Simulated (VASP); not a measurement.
**NaI in VASP: how settings move the PBE single point**

Aim: see what changed inputs do to the PBE single point of NaI built on the zincblende prototype, under -1.5 % strain along z alone. This is a trial cell built on a prototype, not taken from a measured structure, and it needn't be the compound's ground state.

Program: VASP 6.6.1. PAW datasets, plane waves. (Calculated; spin-unpolarised; the phase may be known or hypothetical.)

## (1) Starting point

The cell comes from an earlier relaxation with r2SCAN in another program, then strained, with the atoms relaxed again.

It is tetragonal, I-4m2 (No. 119); conventional cell a = 5.011 Å, c = 6.980 Å, 43.81 Å³ an atom. Na has 4 I at 3.05 Å; I has 4 Na at 3.05 Å.

Coordinates:

```cif
data_structure
_symmetry_space_group_name_H-M 'P 1'
_symmetry_Int_Tables_number 1
_cell_length_a 4.9734
_cell_length_b 4.9734
_cell_length_c 5.0108
_cell_angle_alpha 59.751
_cell_angle_beta 59.751
_cell_angle_gamma 60.499
_cell_volume 87.63
loop_
_atom_site_label
_atom_site_type_symbol
_atom_site_fract_x
_atom_site_fract_y
_atom_site_fract_z
_atom_site_occupancy
Na1 Na 0.00000 0.00000 0.00000 1
I1 I 0.25000 0.25000 0.25000 1
```

## (2) Reference

Contents of INCAR:

```
ENCUT = 520.000000
SIGMA = 0.020000
EDIFF = 1.00e-07
GGA = PE
PREC = Accurate
IBRION = -1
ISIF = 2
ISMEAR = -1
NBANDS = 14
NELM = 120
NSW = 0
LASPH = .TRUE.
LCHARG = .TRUE.
LELF = .TRUE.
LWAVE = .FALSE.
LREAL = .FALSE.
```

Contents of KPOINTS:

```
KPOINTS created by Atomic Simulation Environment
0
Gamma
6 6 6
0 0 0
```

Contents of POSCAR:

```
Na I
 1.0000000000000000
     0.0000000000000000    3.5431916337999998    3.4900437593000002
     3.5431916337999998    0.0000000000000000    3.4900437593000002
     3.5431916337999998    3.5431916337999998    0.0000000000000000
 Na  I
   1   1
Cartesian
  0.0000000000000000  0.0000000000000000  0.0000000000000000
  1.7715958169000003  1.7715958169000003  1.7450218796500001
```

A file KPOINTS_OPT adds named points for the levels; it doesn't enter the self-consistent loop.

Potentials: the recommended PBE PAW datasets, 14 valence electrons.

Run with:

```
> mpirun -np 1 vasp_std
```

## (3) Variant 1

Changes to INCAR since step 2:

```diff
@@ -12,5 +12,5 @@
 LASPH = .TRUE.
-LCHARG = .TRUE.
-LELF = .TRUE.
+LCHARG = .FALSE.
 LWAVE = .FALSE.
 LREAL = .FALSE.
+ALGO = Fast
```

KPOINTS is that of step 2.

POSCAR is that of step 2.

## (4) Variant 2

Contents of INCAR:

```
ENCUT = 520.000000
SIGMA = 0.020000
EDIFF = 1.00e-07
GGA = PE
IBRION = -1
ISIF = 2
ISMEAR = -1
NBANDS = 14
NELM = 120
NSW = 0
LASPH = .TRUE.
LCHARG = .FALSE.
LWAVE = .FALSE.
LREAL = .FALSE.
PREC = High
```

KPOINTS is that of step 2.

POSCAR is that of step 2.

## (5) Variant 3

Contents of INCAR:

```
ENCUT = 520.000000
SIGMA = 0.020000
EDIFF = 1.00e-07
GGA = PE
PREC = Accurate
IBRION = -1
ISIF = 2
ISMEAR = -1
NBANDS = 14
NSW = 0
LCHARG = .FALSE.
LWAVE = .FALSE.
LREAL = .FALSE.
LASPH = .FALSE.
NELM = 74
```

KPOINTS is that of step 2.

POSCAR is that of step 2.

Before running it: what results should come out? Wanted: for each run, changed; ending; energy change; pressure; electronic steps; usable.

The runs gave:

| run | changed | ending | energy change (meV/atom) | pressure (GPa) | gap on the mesh (eV; negative: overlap) | electronic steps | time | usable |
| --- | --- | --- | --- | --- | --- | --- | --- | --- |
| ref. | – | converged | 0 | 0.6 | 3.84 | 14 | 38 s | yes |
| 1 | ALGO = Fast | converged | 0.0 | 0.6 | 3.84 | 15 | 47 s | yes |
| 2 | PREC = High | converged | -0.4 | 0.6 | 3.84 | 14 | 39 s | yes |
| 3 | LASPH = .FALSE., NELM = 74 | converged | 0.0 | 0.6 | 3.84 | 14 | 40 s | yes |

What this shows: Of 3 altered inputs, 3 gave usable results. Among the usable ones with comparable energies, «PREC = High» moves the energy most, by -0.4 meV/atom.

Spin-orbit coupling is left out, though the cell holds I; it can move the gap.
